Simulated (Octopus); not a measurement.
# Ti (Fm-3m) in Octopus: equation of state

How stiff is Ti in PBE, and what volume does it want? The cell is scaled to several volumes.

All numbers are computed with Octopus 16.4; they aren't measurements. Logs are shortened: lines on timing, memory, paths and dates and some standing lists are left out, and cuts for length are marked.

## (1) Starting point

It takes space group Fm-3m (No. 225, cubic). The conventional cell has a = 4.060 Å, b = 4.060 Å, c = 4.060 Å, α = 90.00°, β = 90.00°, γ = 90.00°. Ti (site symmetry m-3m) is surrounded by 12 Ti at 2.87 Å.

This isn't the form of Ti at room conditions, which is hcp.

## (2) Equation of state, PBE, 16.73 Å³/atom

inp

```
CalculationMode = gs
UnitsOutput = eV_Angstrom
PeriodicDimensions = 3
ExperimentalFeatures = yes
PseudopotentialSet = pseudodojo_pbe
%LatticeParameters
 1*angstrom | 1*angstrom | 1*angstrom
%
%LatticeVectors
 0 | 2.03 | 2.03
 2.03 | 0 | 2.03
 2.03 | 2.03 | 0
%
%ReducedCoordinates
 "Ti" | 0 | 0 | 0
%
%Spacing
 0.13049334*angstrom | 0.13049334*angstrom | 0.13049334*angstrom
%
DerivativesOrder = 8
%KPointsGrid
 11 | 11 | 11
%
KPointsUseSymmetries = yes
XCFunctional = gga_x_pbe + gga_c_pbe
SmearingFunction = fermi_dirac
Smearing = 0.05*eV
ExtraStates = 7
Eigensolver = chebyshev_filter
ConvRelDens = 3e-7
MaximumIter = 120
```

Potentials or basis: pseudodojo_pbe (PseudoDojo 0.5, PBE).

Run with:

```console
OMP_NUM_THREADS=1 octopus > out.log
```

out.log:

```text
Running octopus

[... 17 lines left out ...]

****************************** Species *******************************
  Species 'Ti'
    type             : pseudopotential
    file             : 'Ti.upf'
    file format      : UPF2
    valence charge   : 12.0
    atomic number    :  22
    form on file     : kleinman-bylander
    lmax             : 2
    llocal           : -1
    projectors per l : 2
    total projectors : 6
    application form : kleinman-bylander
    orbitals         : 10
    bound orbitals   : 10

**********************************************************************

***************************** Symmetries *****************************
Space group No.  225
International: Fm-3m
Schoenflies: Oh^5
Info: The system has    48 symmorphic symmetries that can be used.
  Index                Rotation matrix                      Fractional translations
    1 :     1   0   0     0   1   0     0   0   1      0.000000    0.000000    0.000000
    2 :    -1   0   0     0  -1   0     0   0  -1      0.000000    0.000000    0.000000
    3 :     1   0  -1     1   0   0     1  -1   0      0.000000    0.000000    0.000000
    4 :    -1   0   1    -1   0   0    -1   1   0      0.000000    0.000000    0.000000
    5 :     0   1  -1     1   0  -1     0   0  -1      0.000000    0.000000    0.000000
    6 :     0  -1   1    -1   0   1     0   0   1      0.000000    0.000000    0.000000
[... 40 lines left out ...]
   47 :     0   1  -1    -1   1   0     0   1   0      0.000000    0.000000    0.000000
   48 :     0  -1   1     1  -1   0     0  -1   0      0.000000    0.000000    0.000000
Info: The system also has     0 nonsymmorphic symmetries (not used for electrons).
**********************************************************************

Input: [CurvMethod = curv_affine]
Input: [DerivativesStencil = stencil_stargeneral]

****************************** Lattice *******************************
  Lattice Vectors [A]
    0.000000    2.030000    2.030000
    2.030000    0.000000    2.030000
    2.030000    2.030000    0.000000
  Cell volume =            16.7309 [A^3]
  Reciprocal-Lattice Vectors [A^-1]
   -1.547583    1.547583    1.547583
    1.547583   -1.547583    1.547583
    1.547583    1.547583   -1.547583
  Cell angles [degree]
    alpha =   60.000
    beta  =   60.000
    gamma =   60.000
**********************************************************************

Checking if the generated full k-point grid is symmetric

    56 k-points generated from parameters :
 ---------------------------------------------------
    n =   11   11   11

    s1  =  0.50  0.50  0.50

   index |      weight  |             coordinates              |
       1 |     0.000751 |    0.000000    0.000000    0.000000  |
       2 |     0.006011 |    0.090909    0.000000    0.000000  |
       3 |     0.004508 |    0.090909    0.090909    0.000000  |
       4 |     0.009016 |   -0.090909    0.090909    0.000000  |
       5 |     0.018032 |   -0.090909    0.090909    0.090909  |
       6 |     0.006011 |    0.181818    0.000000    0.000000  |
[... 48 lines left out ...]
      55 |     0.004508 |    0.454545    0.454545    0.000000  |
      56 |     0.009016 |   -0.454545    0.454545    0.000000  |

Input: [SmearingFunction = fermi_dirac]
Input: [SymmetrizeDensity = yes]

******************************* States *******************************
Total electronic charge  =       12.000
Number of states         =       13
States block-size        =        4
**********************************************************************
[... 5 lines left out ...]
Simulation Box:
  Type = parallelepiped
  Lengths [A] = (   2.871,   2.871,   2.871)
Main mesh:
  Spacing [A] = ( 0.130, 0.130, 0.130)    volume/point [A^3] =      0.00157
  # inner mesh =      10648
  # total mesh =      42920
  Grid Cutoff [eV] =  2208.238263    Grid Cutoff [Ry] =   162.302533
**********************************************************************

[... 22 lines left out ...]
**********************************************************************

Info: FFT grid dimensions       = 22 x 22 x 22
      Total grid size           = 10648 (      0.1 MiB )
      Inefficient FFT grid. A better grid would be: 24 24 24
Input: [FilterPotentials = filter_TS]
Info: Pseudopotential for Ti
  Radii for localized parts:
    local part     =  1.2 A
    non-local part =  1.2 A
    orbitals       =  6.2 A

Input: [RelativisticCorrection = non_relativistic]
[... 11 lines left out ...]
      Block       2 contains       4 states:       5 -       8
      Block       3 contains       4 states:       9 -      12
      Block       4 contains       1 states:      13 -      13
Info: Ground-state allocation done.
Info: Could not find 'restart/gs' directory for restart.
[... 18 lines left out ...]
** Warning:
**   Cannot do LCAO for all states because there are not enough atomic orbitals.
**   Required: 13. Available: 10. 3 orbitals will be randomized.

Info: Unnormalized total charge =     12.004468
Info: Renormalized total charge =     12.000000
Info: Setting up Hamiltonian.
Info: Performing initial LCAO calculation with     10 orbitals.
Info: Getting Hamiltonian matrix elements.

Eigenvalues [eV]
 #st  Spin   Eigenvalue      Occupation
#k =       1, k = (  0.000000,  0.000000,  0.000000)
   1   --   -48.719921       2.000000
   2   --   -24.611315       2.000000
   3   --   -24.611315       2.000000
   4   --   -24.610961       2.000000
   5   --     0.812878       2.000000
   6   --     8.438295       2.000000
   7   --     8.438295       2.000000
   8   --     8.439035       2.000000
   9   --    10.220944       2.000000
  10   --    10.220944       2.000000
#k =       2, k = (  0.090909,  0.000000,  0.000000)
   1   --   -48.647301       2.000000
   2   --   -24.601881       2.000000
   3   --   -24.601570       2.000000
   4   --   -24.592485       2.000000
   5   --     1.108540       2.000000
   6   --     8.749984       2.000000
   7   --     8.750693       2.000000
   8   --     8.968913       2.000000
   9   --    10.613678       2.000000
  10   --    10.613727       2.000000
[... 54 further k-points ...]
Fermi energy =    13.776365 eV
Generating random wavefunctions for states       11 and above
Orthogonalizing wavefunctions.
Info: Ground-state restart information will be written to 'restart/gs'.
Info: SCF using complex wavefunctions.
Info: Starting SCF iteration.

** Warning:
**   Symmetrization discrepancy ratio (scalar) =  1.12557E-01

*********************** SCF CYCLE ITER #    1 ************************
 etot  = -1.59588229E+03 abs_ev   =  2.79E+01 rel_ev   =  1.24E-01
 ediff =        5.86E+01 abs_dens =  5.03E-01 rel_dens =  4.19E-02
Matrix vector products: 1400
Converged eigenvectors: 0

#  State  KPoint  Eigenvalue [eV]  Occupation    Error
      1       1      -48.722921    2.000000   ( 8.9E-06)
      1       2      -48.710910    2.000000   ( 2.4E-05)
      1       3      -48.706915    2.000000   ( 4.6E-05)
      1       4      -48.692122    2.000000   ( 5.2E-05)
      1       5      -48.681361    2.000000   ( 1.1E-04)
      1       6      -48.678550    2.000000   ( 1.2E-04)
      1      10      -48.663886    2.000000   ( 9.6E-05)
      1       7      -48.656325    2.000000   ( 1.4E-04)
[... 23 lines left out ...]
     13      18       29.053790    0.000000   ( 1.5E-01)
     13      12       29.181172    0.000000   ( 1.4E-01)
     13       4       29.302690    0.000000   ( 1.4E-01)
     13       6       29.565434    0.000000   ( 1.5E-01)
     13      15       29.767231    0.000000   ( 1.5E-01)
     13       1       30.008004    0.000000   ( 1.4E-01)
     13       5       30.712853    0.000000   ( 2.0E-01)
     13       2       31.048439    0.000000   ( 1.7E-01)

Density of states:

---------------------%------------------------------------------------
---------------------%------------------------------------------------
---------------------%------------------------------------------------
---------------------%------------------------------------------------
---------------------%------------------------------------------------
%-------------------%%------------------------------%-----------------
%-------------------%%--------------------------%%%%%-----------------
%-------------------%%-------------------------%%%%%%---------%-------
%-------------------%%------------------------%%%%%%%-----%--%%-------
%-------------------%%-----------------------%%%%%%%%%%%%%%%%%%%%%-%--
                                                ^

Fermi energy =     7.271356 eV

**********************************************************************

** Warning:
**   Symmetrization discrepancy ratio (scalar) =  1.13196E-01

*********************** SCF CYCLE ITER #    2 ************************
 etot  = -1.60691532E+03 abs_ev   =  5.79E+00 rel_ev   =  2.51E-02
 ediff =        4.05E-01 abs_dens =  1.06E-01 rel_dens =  8.87E-03
Matrix vector products: 1400
Converged eigenvectors: 0
[... 139 lines left out ...]
*********************** SCF CYCLE ITER #   14 ************************
 etot  = -1.61507551E+03 abs_ev   =  5.41E-06 rel_ev   =  2.31E-08
 ediff =        2.44E-07 abs_dens =  3.93E-07 rel_dens =  3.27E-08
Matrix vector products: 1400
Converged eigenvectors: 116

#  State  KPoint  Eigenvalue [eV]  Occupation    Error
      1       1      -49.803359    2.000000   ( 1.2E-08)
      1       2      -49.792096    2.000000   ( 1.2E-08)
      1       3      -49.788350    2.000000   ( 1.2E-08)
      1       4      -49.774482    2.000000   ( 1.2E-08)
      1       5      -49.764393    2.000000   ( 1.2E-08)
      1       6      -49.761762    2.000000   ( 1.2E-08)
      1      10      -49.748011    2.000000   ( 1.7E-08)
      1       7      -49.740931    2.000000   ( 1.2E-08)
[... 23 lines left out ...]
     13      37       26.626914    0.000000   ( 3.4E-02)
     13       4       26.951358    0.000000   ( 4.8E-02)
     12       1       26.954571    0.000000   ( 1.5E-02)
     13       1       26.958288    0.000000   ( 2.1E-02)
     13       2       27.153480    0.000000   ( 3.5E-02)
     13      22       27.262868    0.000000   ( 1.4E-02)
     13       6       27.546713    0.000000   ( 2.2E-02)
     13      12       27.769102    0.000000   ( 3.5E-02)

Density of states:

---------------------%------------------------------------------------
---------------------%------------------------------------------------
---------------------%------------------------------------------------
---------------------%------------------------------------------------
---------------------%------------------------------------------------
---------------------%------------------------------------------------
---------------------%------------------------------------------------
%--------------------%----------------------------%%%%%---------------
%--------------------%---------------------------%%%%%%---------%-----
%--------------------%--------------------------%%%%%%%%%-%%%%%%%%%---
                                                  ^

Fermi energy =     6.797398 eV

**********************************************************************

Info: SCF converged in   14 iterations

** Warning:
**   Some of the states are not fully converged!

Info: Number of matrix-vector products:      19600
Info: Finished writing information to 'restart/gs'.

Octopus emitted 17 warnings.
```

It took 2.3 min on 1 thread of Arm Neoverse V2, shared host; peak memory 0.62 GiB.

What came out:

```yaml
Free_energy: -1615.0869 eV
Band_gap_on_the_k_mesh: none (metal or under the smearing width)
```

## (3) Equation of state, PBE, 16.40 Å³/atom (volume scaled by 0.98)

inp, as its differences from that of step 2:

```diff
@@ -9,5 +9,5 @@
 %LatticeVectors
- 0 | 2.03 | 2.03
- 2.03 | 0 | 2.03
- 2.03 | 2.03 | 0
+ 0 | 2.0163754284 | 2.0163754284
+ 2.0163754284 | 0 | 2.0163754284
+ 2.0163754284 | 2.0163754284 | 0
 %
@@ -17,3 +17,3 @@
 %Spacing
- 0.13049334*angstrom | 0.13049334*angstrom | 0.13049334*angstrom
+ 0.12961752*angstrom | 0.12961752*angstrom | 0.12961752*angstrom
 %
```

Potentials or basis: pseudodojo_pbe (PseudoDojo 0.5, PBE).

Run with:

```console
OMP_NUM_THREADS=1 octopus > out.log
```

Run time: 2.2 min. Hardware: 1 thread of Arm Neoverse V2, shared host; peak memory 0.62 GiB.

The run converged. Its results:

* Free energy: -1615.0763 eV
* Band gap on the k mesh: none (metal or under the smearing width)

## (4) Equation of state, PBE, 17.07 Å³/atom (volume scaled by 1.02)

inp, as its differences from that of step 3:

```diff
@@ -9,5 +9,5 @@
 %LatticeVectors
- 0 | 2.0163754284 | 2.0163754284
- 2.0163754284 | 0 | 2.0163754284
- 2.0163754284 | 2.0163754284 | 0
+ 0 | 2.0434441004 | 2.0434441004
+ 2.0434441004 | 0 | 2.0434441004
+ 2.0434441004 | 2.0434441004 | 0
 %
@@ -17,3 +17,3 @@
 %Spacing
- 0.12961752*angstrom | 0.12961752*angstrom | 0.12961752*angstrom
+ 0.13135756*angstrom | 0.13135756*angstrom | 0.13135756*angstrom
 %
```

Run with:

```console
OMP_NUM_THREADS=1 octopus > out.log
```

Wall time 2.3 min (1 thread of Arm Neoverse V2, shared host); peak memory 0.62 GiB.

It converged, with:

```yaml
Free_energy: -1615.0927 eV
Band_gap_on_the_k_mesh: none (metal or under the smearing width)
```

## (5) Equation of state, PBE, 16.06 Å³/atom (volume scaled by 0.96)

inp, as its differences from that of step 4:

```diff
@@ -9,5 +9,5 @@
 %LatticeVectors
- 0 | 2.0434441004 | 2.0434441004
- 2.0434441004 | 0 | 2.0434441004
- 2.0434441004 | 2.0434441004 | 0
+ 0 | 2.0025642044 | 2.0025642044
+ 2.0025642044 | 0 | 2.0025642044
+ 2.0025642044 | 2.0025642044 | 0
 %
@@ -17,3 +17,3 @@
 %Spacing
- 0.13135756*angstrom | 0.13135756*angstrom | 0.13135756*angstrom
+ 0.12872970*angstrom | 0.12872970*angstrom | 0.12872970*angstrom
 %
```

Run with:

```console
OMP_NUM_THREADS=1 octopus > out.log
```

Wall time 2.4 min (1 thread of Arm Neoverse V2, shared host); peak memory 0.62 GiB.

The run converged. Its results:

```
Free energy            : -1615.0602 eV
Band gap on the k mesh : none (metal or under the smearing width)
```

## (6) Equation of state, PBE, 17.40 Å³/atom (volume scaled by 1.04)

inp, as its differences from that of step 5:

```diff
@@ -9,5 +9,5 @@
 %LatticeVectors
- 0 | 2.0025642044 | 2.0025642044
- 2.0025642044 | 0 | 2.0025642044
- 2.0025642044 | 2.0025642044 | 0
+ 0 | 2.0567135898 | 2.0567135898
+ 2.0567135898 | 0 | 2.0567135898
+ 2.0567135898 | 2.0567135898 | 0
 %
@@ -17,3 +17,3 @@
 %Spacing
- 0.12872970*angstrom | 0.12872970*angstrom | 0.12872970*angstrom
+ 0.13221056*angstrom | 0.13221056*angstrom | 0.13221056*angstrom
 %
@@ -31 +31,6 @@
 MaximumIter = 120
+%Output
+ density | cube
+ elf | cube
+ potential | cube
+%
```

Potentials or basis: pseudodojo_pbe (PseudoDojo 0.5, PBE).

Run with:

```console
OMP_NUM_THREADS=1 octopus > out.log
```

Run time: 2.3 min. Hardware: 1 thread of Arm Neoverse V2, shared host; peak memory 0.62 GiB.

The run converged. Its results:

```
Free energy            : -1615.0948 eV
Band gap on the k mesh : none (metal or under the smearing width)
```

[end of part 1 of 2]
